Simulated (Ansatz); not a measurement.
SnTe:

```
CELL_PARAMETERS angstrom
0.00000 3.15085 3.15085
3.15085 0.00000 3.15085
3.15085 3.15085 0.00000
ATOMIC_POSITIONS crystal
Te 0.50000 0.50000 0.50000
Sn 0.00000 0.00000 0.00000
```

```yaml
Program: Ansatz 0.2.0
Task: single point
Functional: PBEsol
Potentials_or_basis: Ansatz PAW
Cutoff: "420 eV (not typed: the program's choice for these potentials)"
k_mesh: 7 × 7 × 7
Occupations: fermi-dirac, width 0.05 eV
Spin: no spin polarisation
```

On this cell: pressure -0.4 GPa; largest force zero by symmetry; band gap on the k mesh not listed.

The same run follows on a disturbed copy (atoms moved at random, drawn with an rms of 0.05 Å):

```
CELL_PARAMETERS angstrom
0.00000 3.15085 3.15085
3.15085 0.00000 3.15085
3.15085 3.15085 0.00000
ATOMIC_POSITIONS crystal
Te 0.51041 0.49414 0.50590
Sn 0.00359 0.99017 0.99647
```

What does the disturbed cell give?

The energy moves by +0.1 meV/atom; pressure -0.3 GPa; largest force 0.010 eV/Å; band gap on the k mesh 0.66 eV, direct.

Forces in eV/Å, atoms in the order of the input:
```
Te  -0.006 -0.007 -0.005
Sn   0.006  0.007  0.005
```

Caveats: the PAW data sets come from PBE, with cores solved anew for the run's functional, which leaves a small shift of forces and pressure; odd divisions of the mesh miss points on the zone boundary, where band edges often lie, so the gap on the mesh can be too wide (some runs); spin-orbit coupling is left out, which moves the levels of the heavy elements (some runs).

A k mesh can miss the band edges.
